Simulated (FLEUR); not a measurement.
# Al (Fm-3m) in FLEUR: notebook

Runs on Al. Level: PBE. Tasks: band structure, equation of state.

Program: FLEUR MaX-R8.1 (later development tree). These are calculated values, not measurements. Logs are shortened: lines on timing, memory, paths and dates and some standing lists are left out, and cuts for length are marked.

**The experiment to reproduce.**

From “The interpretation of polycrystalline coherent inelastic neutron scattering from aluminium”, 2013, pmc:3831299, for a bulk crystal of Al: bulk modulus 76.9 GPa.

The results are compared with them further down.

## (1) The crystal as given

The structure is cubic, space group Fm-3m (No. 225). Conventional cell: a = 4.050 Å, b = 4.050 Å, c = 4.050 Å, α = 90.00°, β = 90.00°, γ = 90.00°. Al (site symmetry m-3m) has 12 Al at 2.86 Å as nearest neighbours.

## (2) Band structure, PBE

File inp.xml:

```xml
<?xml version="1.0" encoding="UTF-8" standalone="no"?>
<fleurInput fleurInputVersion="0.39">
   <comment>
      Al                                                                                                  
   </comment>
   <calculationSetup>
      <cutoffs Kmax="4.0" Gmax="20.0" GmaxXC="20.0" numbands="0"/>
      <scfLoop itmax="60" minDistance="0.00001" maxIterBroyd="15" imix="Anderson" alpha="0.05" precondParam="0.0" spinf="2.0" sdNocoIR="T"/>
      <coreElectrons ctail="T" frcor="F" kcrel="0" coretail_lmax="0"/>
      <xcFunctional name="pbe" relativisticCorrections="F"/>
      <magnetism jspins="1"/>
      <soc l_soc="F" theta="0.0" phi="0.0" spav="F"/>
      <expertModes spex="0" secvar="F"/>
      <geometryOptimization l_f="F" forcealpha="1.0" forcemix="BFGS" epsdisp="0.00001" epsforce="0.00001"/>
      <ldaU l_linMix="F" mixParam="0.05" spinf="1.0"/>
   </calculationSetup>
   <cell>
      <bzIntegration valenceElectrons="11.0" mode="hist" fermiSmearingEnergy="0.00183747">
         <kPointListSelection listName="default-1"/>
         <!-- k-points included here -->
         <xi:include xmlns:xi="http://www.w3.org/2001/XInclude" href="kpts.xml"> </xi:include>
      </bzIntegration>
      <!-- symmetry operations included here -->
      <xi:include xmlns:xi="http://www.w3.org/2001/XInclude" href="sym.xml"> </xi:include>
      <bulkLattice scale="1.0">
         <bravaisMatrix>
            <row-1>    0.0000000000000000     3.8263269057207032     3.8263269057207032</row-1>
            <row-2>    3.8263269057207032     0.0000000000000000     3.8263269057207032</row-2>
            <row-3>    3.8263269057207032     3.8263269057207032     0.0000000000000000</row-3>
         </bravaisMatrix>
      </bulkLattice>
   </cell>
   <atomSpecies>
      <species name="Aluminum (Al)" element="Al" atomicNumber="13">
         <mtSphere radius="2.51" gridPoints="829" logIncrement="0.014"/>
         <atomicCutoffs lmax="7" lnonsphr="5"/>
         <electronConfig flipSpins="F">
            <coreConfig>(1s1/2)</coreConfig>
            <valenceConfig>(2s1/2) (2p1/2) (2p3/2) (3s1/2) (3p1/2) (3p3/2)</valenceConfig>
            <stateOccupation state="(3p1/2)" spinUp="0.166667" spinDown="0.166667"/>
            <stateOccupation state="(3p3/2)" spinUp="0.333333" spinDown="0.333333"/>
         </electronConfig>
         <energyParameters s="3" p="3" d="3" f="4"/>
         <lo type="SCLO" l="0" n="2" eDeriv="0"/>
         <lo type="SCLO" l="1" n="2" eDeriv="0"/>
         <lo type="SCLO" l="2" n="3" eDeriv="2"/>
         <lo type="SCLO" l="3" n="4" eDeriv="2"/>
      </species>
   </atomSpecies>
   <atomGroups>
      <atomGroup species="Aluminum (Al)">
         <relPos label="                   1">.0000000000 .0000000000 .0000000000</relPos>
         <force calculate="T" relaxXYZ="TTT"/>
      </atomGroup>
   </atomGroups>
   <output dos="F" band="F" slice="F">
      <checks vchk="F" cdinf="F"/>
      <bandDOS minEnergy="-.5*Htr" maxEnergy="0.5*Htr" sigma="0.015" storeEVData="T"/>
      <vacuumDOS vacdos="F" integ="F" star="F" nstars="0" locx1="0.0" locy1="0.0" locx2="0.0" locy2="0.0" nstm="0" tworkf="0.0"/>
      <unfoldingBand unfoldBand="F" supercellX="1" supercellY="1" supercellZ="1"/>
      <plotting iplot="0" polar="F">
         <plot TwoD="T" vec1="  1.0  0.0  0.0" vec2="  0.0  1.0  0.0" vec3="  0.0  0.0  1.0" zero="  0.0  0.0  0.0" file="plot"/>
      </plotting>
      <chargeDensitySlicing numkpt="0" minEigenval="0.0" maxEigenval="0.0" nnne="0" pallst="F"/>
      <specialOutput eonly="F"/>
      <moessbauerParams electricFieldGradient="T" isomerShift="T" coreHyperfine="T" valenceHyperfine="T"/>
      <magneticCircularDichroism mcd="F" energyLo="-10.0" energyUp="0.0"/>
   </output>
  <!-- We include the file relax.xml here to enable relaxations (see documentation) -->
  <xi:include xmlns:xi="http://www.w3.org/2001/XInclude" href="relax.xml"> <xi:fallback/> </xi:include>
</fleurInput>
```

File crystal.txt:

```
Al
&input cartesian=F /
0.0000000000  2.0248050000  2.0248050000
2.0248050000  0.0000000000  2.0248050000
2.0248050000  2.0248050000  0.0000000000
1.8897261246
1.0 1.0 1.0

1
13 0.0000000000  0.0000000000  0.0000000000

&kpt div1=11 div2=11 div3=11 gamma=T /
```

File inp.xml (bands):

```
<?xml version="1.0" encoding="UTF-8" standalone="no"?>
<fleurInput fleurInputVersion="0.39">
   <comment>
      Al                                                                                                  
   </comment>
   <calculationSetup>
      <cutoffs Kmax="4.0" Gmax="20.0" GmaxXC="20.0" numbands="0"/>
      <scfLoop itmax="60" minDistance="0.00001" maxIterBroyd="15" imix="Anderson" alpha="0.05" precondParam="0.0" spinf="2.0" sdNocoIR="T"/>
      <coreElectrons ctail="T" frcor="F" kcrel="0" coretail_lmax="0"/>
      <xcFunctional name="pbe" relativisticCorrections="F"/>
      <magnetism jspins="1"/>
      <soc l_soc="F" theta="0.0" phi="0.0" spav="F"/>
      <expertModes spex="0" secvar="F"/>
      <geometryOptimization l_f="F" forcealpha="1.0" forcemix="BFGS" epsdisp="0.00001" epsforce="0.00001"/>
      <ldaU l_linMix="F" mixParam="0.05" spinf="1.0"/>
   </calculationSetup>
   <cell>
      <bzIntegration valenceElectrons="11.0" mode="hist" fermiSmearingEnergy="0.00183747">
         <kPointListSelection listName="path-1"/>
         <!-- k-points included here -->
         <xi:include xmlns:xi="http://www.w3.org/2001/XInclude" href="kpts.xml"> </xi:include>
      </bzIntegration>
      <!-- symmetry operations included here -->
      <xi:include xmlns:xi="http://www.w3.org/2001/XInclude" href="sym.xml"> </xi:include>
      <bulkLattice scale="1.0">
         <bravaisMatrix>
            <row-1>    0.0000000000000000     3.8263269057207032     3.8263269057207032</row-1>
            <row-2>    3.8263269057207032     0.0000000000000000     3.8263269057207032</row-2>
            <row-3>    3.8263269057207032     3.8263269057207032     0.0000000000000000</row-3>
         </bravaisMatrix>
      </bulkLattice>
   </cell>
   <atomSpecies>
      <species name="Aluminum (Al)" element="Al" atomicNumber="13">
         <mtSphere radius="2.51" gridPoints="829" logIncrement="0.014"/>
         <atomicCutoffs lmax="7" lnonsphr="5"/>
         <electronConfig flipSpins="F">
            <coreConfig>(1s1/2)</coreConfig>
            <valenceConfig>(2s1/2) (2p1/2) (2p3/2) (3s1/2) (3p1/2) (3p3/2)</valenceConfig>
            <stateOccupation state="(3p1/2)" spinUp="0.166667" spinDown="0.166667"/>
            <stateOccupation state="(3p3/2)" spinUp="0.333333" spinDown="0.333333"/>
         </electronConfig>
         <energyParameters s="3" p="3" d="3" f="4"/>
         <lo type="SCLO" l="0" n="2" eDeriv="0"/>
         <lo type="SCLO" l="1" n="2" eDeriv="0"/>
         <lo type="SCLO" l="2" n="3" eDeriv="2"/>
         <lo type="SCLO" l="3" n="4" eDeriv="2"/>
      </species>
   </atomSpecies>
   <atomGroups>
      <atomGroup species="Aluminum (Al)">
         <relPos label="                   1">.0000000000 .0000000000 .0000000000</relPos>
         <force calculate="T" relaxXYZ="TTT"/>
      </atomGroup>
   </atomGroups>
   <output dos="F" band="T" slice="F">
      <checks vchk="F" cdinf="F"/>
      <bandDOS minEnergy="-.5*Htr" maxEnergy="0.5*Htr" sigma="0.015" storeEVData="T"/>
      <vacuumDOS vacdos="F" integ="F" star="F" nstars="0" locx1="0.0" locy1="0.0" locx2="0.0" locy2="0.0" nstm="0" tworkf="0.0"/>
      <unfoldingBand unfoldBand="F" supercellX="1" supercellY="1" supercellZ="1"/>
      <plotting iplot="0" polar="F">
         <plot TwoD="T" vec1="  1.0  0.0  0.0" vec2="  0.0  1.0  0.0" vec3="  0.0  0.0  1.0" zero="  0.0  0.0  0.0" file="plot"/>
      </plotting>
      <chargeDensitySlicing numkpt="0" minEigenval="0.0" maxEigenval="0.0" nnne="0" pallst="F"/>
      <specialOutput eonly="F"/>
      <moessbauerParams electricFieldGradient="T" isomerShift="T" coreHyperfine="T" valenceHyperfine="T"/>
      <magneticCircularDichroism mcd="F" energyLo="-10.0" energyUp="0.0"/>
   </output>
  <!-- We include the file relax.xml here to enable relaxations (see documentation) -->
  <xi:include xmlns:xi="http://www.w3.org/2001/XInclude" href="relax.xml"> <xi:fallback/> </xi:include>
</fleurInput>
```

Potentials or basis: all-electron, FLAPW.

Started as:

```sh
$ inpgen -f crystal.txt -profile fast
$ # inp.xml edited to the form shown
$ fleur_MPI
$ fleur_MPI   # second run, on inp.xml (bands)
```

The program printed:

```text
Welcome to FLEUR        (www.flapw.de)
      MaX-Release 8.1          (www.max-centre.eu)

 ========== k-point set info ==========
 Selected k-point list: default-1
 k-point list type: mesh
 11 x 11 x 11
 Number of k points: 56

 ------------Calculation Setup---------------------------
 Number of MPI-tasks      :            1
 Number of PE/node        :            1
 Number of OMP-threads    :            1
 Most efficient MPI parallelization for:
           1           2           4           7           8          14          28          56
 Additional eigenvalue parallelization possible
 Number of basis functions:          157
 Approximate size of matrices (H+S) per k-point:         0.000 GB
 --------------------------------------------------------
 Iteration:     1   Distance:       3.82254595 me/bohr^3
 Iteration:     2   Distance:       3.61230527 me/bohr^3
 Iteration:     3   Distance:       1.07710143 me/bohr^3
 Iteration:     4   Distance:       0.19624485 me/bohr^3
 Iteration:     5   Distance:       0.09343333 me/bohr^3
 Iteration:     6   Distance:       0.00669120 me/bohr^3
 Iteration:     7   Distance:       0.00701261 me/bohr^3
 Iteration:     8   Distance:       0.00015125 me/bohr^3
 Iteration:     9   Distance:       0.00006997 me/bohr^3
 Iteration:    10   Distance:       0.00000419 me/bohr^3

 ********************************************************************
 Run finished successfully
 Stop message:
   all done
 ********************************************************************
```

output (bands):

```text
Welcome to FLEUR        (www.flapw.de)
      MaX-Release 8.1          (www.max-centre.eu)

 ========== k-point set info ==========
 Selected k-point list: path-1
 k-point list type: path
 Number of k points: 60

 ------------Calculation Setup---------------------------
 Number of MPI-tasks      :            1
 Number of PE/node        :            1
 Number of OMP-threads    :            1
 Most efficient MPI parallelization for:
           1           2           3           4           5           6          10          12          15          20          30          60
 Additional eigenvalue parallelization possible
 Number of basis functions:          157
 Approximate size of matrices (H+S) per k-point:         0.000 GB
 --------------------------------------------------------
 Fermi energy correction for metals:
 Fermi energy in bands.* files may not be consistent with last density.
 Please correct it manually (e.g. in band.gnu file).

 Note: Band structure data (together with different weights) is also stored in the banddos.hdf file.
       A convenient way of extracting and plotting the data from that file is by making use of the

 ********************************************************************
 Run finished successfully
 Stop message:
   Charge density postprocessing done.
 ********************************************************************
```

out.xml (last iteration):

```text
<iteration numberForCurrentRun="   10" overallNumber="   10">
         <energyParameters units="Htr">
            <atomicEP atomType="1" spin="1" branch="3s" branchLowest="-3.51" branchHighest="0.92" value="0.0821930401"/>
            <atomicEP atomType="1" spin="1" branch="3p" branchLowest="-2.10" branchHighest="1.33" value="0.2429283758"/>
            <atomicEP atomType="1" spin="1" branch="3d" branchLowest="-9.99" branchHighest="1.70" value="0.4242252754"/>
            <atomicEP atomType="1" spin="1" branch="4f" branchLowest="-9.99" branchHighest="3.25" value="0.5931763018"/>
            <loAtomicEP atomType="1" spin="1" branch="2s" branchLowest="-55.07" branchHighest="-3.51" value="-3.5133432788"/>
            <loAtomicEP atomType="1" spin="1" branch="2p" branchLowest="-9.99" branchHighest="-2.10" value="-2.0972710355"/>
            <loAtomicEP atomType="1" spin="1" branch="3d" branchLowest="-9.99" branchHighest="1.70" value="0.4242249182"/>
            <loAtomicEP atomType="1" spin="1" branch="4f" branchLowest="-9.99" branchHighest="3.25" value="0.5931787387"/>
         </energyParameters>
         <eigenvalues>
            <eigenvaluesAt spin="1" ikpt="1" k_x="0.00000000" k_y="0.00000000" k_z="0.00000000">
                      -3.5134393987       -2.0968850637       -2.0968850637       -2.0968850637       -0.1189610857
                       0.7508021403        0.7508021403        0.7508021403        0.8067051402
            </eigenvaluesAt>
            <eigenvaluesAt spin="1" ikpt="2" k_x="0.00000000" k_y="0.00000000" k_z="0.09090909">
                      -3.5134317763       -2.0969487043       -2.0968950950       -2.0968950950       -0.1107361968
                       0.6439306185        0.7275043216        0.7275043216        0.8309819755
            </eigenvaluesAt>
            <eigenvaluesAt spin="1" ikpt="3" k_x="0.00000000" k_y="0.00000000" k_z="0.18181818">
                      -3.5134112085       -2.0971190309       -2.0969218860       -2.0969218860       -0.0861443126
                       0.5099719881        0.7006742036        0.7006742036        0.8225202339
            </eigenvaluesAt>
            <eigenvaluesAt spin="1" ikpt="4" k_x="0.00000000" k_y="0.00000000" k_z="0.27272727">
                      -3.5133843230       -2.0973417860       -2.0969569467       -2.0969569467       -0.0454256340
                       0.3841295505        0.6856604229        0.6856604229        0.8146064819
            </eigenvaluesAt>
         </eigenvalues>
         <bandgap value="0.2405356638" units="eV"/>
         <sumValenceSingleParticleEnergies value="-19.2303108638" units="Htr"/>
         <FermiEnergy value="0.2890597241" units="Htr"/>
         <valenceDensity>
            <mtCharges spin="1">
               <mtCharge atomType="1" total="9.8299068" s="2.8184240" p="6.8274491" d="0.1714570" f="0.0116380"/>
            </mtCharges>
            <spinDependentCharge spin="1" total="11.0000000" interstitial="1.1700932" mtSpheres="9.8299068"/>
            <totalCharge value="11.0000000000"/>
         </valenceDensity>
         <coreStates atomType="     1" atomicNumber=" 13" spin="1" kinEnergy="    159.3066989949" eigValSum="   -110.1319101610" lostElectrons=" 0.000000">
            <state n="1" l="0" j="0.5" energy="-55.0659550805" weight="1.0000000000"/>
         </coreStates>
         <allElectronCharges>
            <spinDependentCharge spin="1" total="13.0000000" interstitial="1.1700932" mtSpheres="11.8299068"/>
            <totalCharge value="13.0000000001"/>
         </allElectronCharges>
         <moessbauerParams unitsHFF="kG" unitsIS="e/bohr^3" unitsEFG="Htr/bohr^2">
            <coreIsomerShift atomType="1" isTotal="1403.14025">
               <shell n="1" l="0" isomerShift="1403.14025"/>
            </coreIsomerShift>
            <isomerShift atomType="1" nucleusRadius="0.0000708" averageDensity="1502.28142"/>
            <electricFieldGradient atomType="1" VXX="0.00000" VYY="0.00000" VZZ="0.00000" asymParam="0.00000">
            </electricFieldGradient>
         </moessbauerParams>
         <totalEnergy                                    value="     -242.8222871811" units="Htr">
            <sumOfEigenvalues                            value="     -129.3622210247">
               <coreElectrons value="-110.1319101610"/>
               <valenceElectrons value="-19.2303108638"/>
            </sumOfEigenvalues>
            <densityCoulombPotentialIntegral value="-348.5912674217"/>
            <densityEffectivePotentialIntegral value="-372.6458001951"/>
            <chargeDenXCDenIntegral value="-18.6359358958"/>
            <FockExchangeEnergyValence value="0.0000000000"/>
            <FockExchangeEnergyCore value="0.0000000000"/>
            <atomTypeDependentContributions atomType="1">
               <electronNucleiInteractionDifferentMTs value="288.4882446359"/>
               <MadelungTerm value="-4.6860521089"/>
            </atomTypeDependentContributions>
            <tkbTimesEntropy value="0.0001473174"/>
            <freeEnergy value="-242.8224344985"/>
            <extrapolationTo0K value="-242.8223608398"/>
         </totalEnergy>
         <densityConvergence units="me/bohr^3">
            <chargeDensity spin="1" distance="0.0000041889"/>
         </densityConvergence>
      </iteration>
```

It took 8.2 s on 1 thread of Arm Neoverse V1, shared host; peak memory 0.08 GiB.

Results:

| Property | Result |
| --- | --- |
| Free energy | -6607.5351 eV |
| Band gap along the path | none (metal or under the smearing width) |
| Valence electrons inside the program's atomic spheres | Al 9.83 (radii Al 2.51 bohr) |

Levels at the corners of the path, in eV from the Fermi level:
| point | band 5 | band 6 | band 7 | band 8 | band 9 |
| --- | --- | --- | --- | --- | --- |
| Γ | -11.10 | 12.56 | 12.56 | 12.56 | 14.09 |
| X | -2.92 | -1.61 | 5.24 | 5.55 | 5.55 |
| W | -0.85 | -0.85 | 0.17 | 1.06 | 15.76 |
| K | -1.89 | -1.36 | -0.42 | 6.52 | 8.18 |
| Γ | -11.10 | 12.56 | 12.56 | 12.56 | 14.09 |
| L | -4.58 | -4.38 | 11.36 | 11.36 | 11.41 |
| U | -1.89 | -1.36 | -0.42 | 6.52 | 8.18 |
| W | -0.85 | -0.85 | 0.17 | 1.06 | 15.76 |
| L | -4.58 | -4.38 | 11.36 | 11.36 | 11.41 |
| K | -1.89 | -1.36 | -0.42 | 6.52 | 8.18 |
| U | -1.89 | -1.36 | -0.42 | 6.52 | 8.18 |
| X | -2.92 | -1.61 | 5.24 | 5.55 | 5.55 |

Core levels (eV from the Fermi level):
| atom | levels |
| --- | --- |
| 1 Al | 1s1/2 -1506.3 |

## (3) Equation of state, PBE, 15.61 Å³/atom (volume scaled by 0.94)

inp.xml: that of step 2 with these lines changed.

```diff
@@ -24,3 +24,3 @@
       <xi:include xmlns:xi="http://www.w3.org/2001/XInclude" href="sym.xml"> </xi:include>
-      <bulkLattice scale="1.0">
+      <bulkLattice scale="0.9795861087">
          <bravaisMatrix>
@@ -34,3 +34,3 @@
       <species name="Aluminum (Al)" element="Al" atomicNumber="13">
-         <mtSphere radius="2.51" gridPoints="829" logIncrement="0.014"/>
+         <mtSphere radius="2.45" gridPoints="829" logIncrement="0.014"/>
          <atomicCutoffs lmax="7" lnonsphr="5"/>
```

Potentials or basis: all-electron, FLAPW.

Started as:

```sh
$ inpgen -f crystal.txt -profile fast
$ # inp.xml edited to the form shown
$ fleur_MPI
```

It took 6.3 s on 1 thread of Arm Neoverse V1, shared host; peak memory 0.08 GiB.

The run converged. Its results:

| Quantity | Value |
| --- | --- |
| Free energy | -6607.5217 eV |
| Band gap on the k mesh | none (metal or under the smearing width) |
| Valence electrons inside the program's atomic spheres | Al 9.78 (radii Al 2.45 bohr) |

## (4) Equation of state, PBE, 15.94 Å³/atom (volume scaled by 0.96)

inp.xml: that of step 3 with these lines changed.

```diff
@@ -24,3 +24,3 @@
       <xi:include xmlns:xi="http://www.w3.org/2001/XInclude" href="sym.xml"> </xi:include>
-      <bulkLattice scale="0.9795861087">
+      <bulkLattice scale="0.9864848297">
          <bravaisMatrix>
```

Started as:

```sh
$ inpgen -f crystal.txt -profile fast
$ # inp.xml edited to the form shown
$ fleur_MPI
```

Run time: 6.4 s. Hardware: 1 thread of Arm Neoverse V1, shared host; peak memory 0.08 GiB.

Results (log left out):

| Quantity | Value |
| --- | --- |
| Free energy | -6607.5302 eV |
| Band gap on the k mesh | none (metal or under the smearing width) |
| Valence electrons inside the program's atomic spheres | Al 9.75 (radii Al 2.45 bohr) |

[end of part 1 of 2]
